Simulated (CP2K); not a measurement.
KCl, 2 atoms in the cell. It takes space group Pm-3m (No. 221, cubic). Conventional cell: a = 3.839 Å, b = 3.839 Å, c = 3.839 Å, α = 90.00°, β = 90.00°, γ = 90.00°. Around K (site symmetry m-3m) lie 8 Cl at 3.32 Å. Cl (site symmetry m-3m) is surrounded by 8 K at 3.32 Å. Measurements of this composition are mostly on another form, of space group No. 225.

| Quantity | Value |
| --- | --- |
| Program | CP2K 2026.2 |
| Task | single point |
| Functional | PBE |
| Potentials or basis | GTH_POTENTIALS K GTH-PBE-q9, Cl GTH-PBE-q7; TZVP-MOLOPT-SR-GTH, TZVP-MOLOPT-GTH basis |
| Density cutoff | 6803 eV |
| k mesh | 7 × 7 × 7 |
| Occupations | fermi-dirac, width 0.05 eV |
| Spin | no spin polarisation |
| SCF solver | diagonalisation with k points |
| Quickstep method | GPW |
| EPS_DEFAULT | 1.0E-9 |
| EPS_SCF | 1.0E-6 |
| MAX_SCF | 100 |
| SCF_GUESS | ATOMIC |
| k points reduced by the point group | yes |
| Mesh centred on Gamma | yes |
| CHOLESKY | OFF |
| EPS_EIGVAL | 1.0E-7 |
| MIXING METHOD | BROYDEN_MIXING |
| MIXING ALPHA | 0.4 |
| NBUFFER | 8 |
| NGRIDS | 5 |
| Basis sets | K TZVP-MOLOPT-SR-GTH-q9, Cl TZVP-MOLOPT-GTH-q7 |
| Potentials | K GTH-PBE-q9 of GTH_POTENTIALS, Cl GTH-PBE-q7 of GTH_POTENTIALS |
| ADDED_MOS | [10] |
| REL_CUTOFF (Ry) | 60 Ry |
| MIXING BETA (1/bohr) | 1.5 1/bohr |
| CUTOFF of the grids | 500 Ry |

Potentials or basis: GTH_POTENTIALS K GTH-PBE-q9, Cl GTH-PBE-q7; TZVP-MOLOPT-SR-GTH, TZVP-MOLOPT-GTH basis.

Launch:

```console
$ OMP_NUM_THREADS=1 cp2k.psmp -i kcl_scf.inp -o kcl_scf.out
```

Hardware: 1 thread of Arm Neoverse V2, on a shared host.

Q: Estimate the wall time of this run.

A: Wall time 16 s on 1 thread of Arm Neoverse V2 (shared host), peak memory 0.27 GiB. Counts: scf iterations 14, k points 20, basis 35, bands 18, force evaluations 1.
